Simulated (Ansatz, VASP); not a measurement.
# MgO in VASP and in Ansatz

Contents of INCAR:

```
ALGO = Normal
EDIFF = 1E-6
ENCUT = 520
GGA = PE
ISIF = 2
ISMEAR = 0
LASPH = T
LCHARG = F
LREAL = F
LWAVE = F
NBANDS = 11
NELM = 80
PREC = Accurate
SIGMA = 0.05
```

KPOINTS

```
k-points
0
Gamma
  10 10 10
```

POSCAR

```
MgO
1.0
    0.0000000000      2.1272186771      2.1272186771
    2.1272186771      0.0000000000      2.1272186771
    2.1272186771      2.1272186771      0.0000000000
Mg O
1 1
Direct
    0.0000000000      0.0000000000      0.0266123684
    0.5000000000      0.5000000000      0.4595716224
```

Input for Ansatz:

```yaml
crystal:
  lattice:
    - [0.0, 2.1272186771, 2.1272186771]
    - [2.1272186771, 0.0, 2.1272186771]
    - [2.1272186771, 2.1272186771, 0.0]
  atoms:
    - { symbol: Mg, position: [0.0, 0.0, 0.0266123684] }
    - { symbol: O, position: [0.5, 0.5, 0.4595716224] }
basis:
  ecutwfc: 520.0
kpoints:
  mp_grid: { grid: [10, 10, 10] }
hamiltonian:
  xc: pbe
  pseudopotentials: { kind: paw, azcp: { folder: soft_1 } }
scf:
  occupations: { method: gaussian, width: 0.05 }
output:
  forces: true
  stress: true
  eigenvalues: true
  write_density: true
  write_potential: true
  elf: true
  volumetric_format: npy
```

Change from the starting cell: mode 4 frozen in at -0.086 Å and mode 5 at -0.086 Å (largest displacements).

Alike in both runs: task single point; functional PBE; k mesh 10 × 10 × 10; occupations gaussian, width 0.05 eV; no spin polarisation.

|  | VASP | Ansatz |
| --- | --- | --- |
| version | VASP 6.6.1 | Ansatz 0.2.0 |
| potentials or method | VASP PAW PBE potentials, release 64 (Mg, O) | scalar-relativistic, plane waves, PAW |
| plane-wave cutoff (eV) | 520 | 520 |
| valence electrons in the cell | 8 | 16 |

```csv
,VASP,Ansatz,Ansatz less VASP
gap on the k mesh at the Fermi level (eV),4.43,4.45,+0.020
least direct gap on the mesh (eV),4.43,4.45,+0.020
pressure (GPa),2.8,3.5,+0.76
largest component of the traceless stress (GPa),4.35,4.28,-0.064
rms of the force components (eV/Å),0.592,0.585,-0.0070
```

Atom by atom the forces differ by 0.007 eV/Å (rms over components). The two sets of potentials don't hold the same shells in valence.

Caveats: forces of over 1 eV/Å show positions far from the minimum, so gaps and moduli don't describe the material at rest.
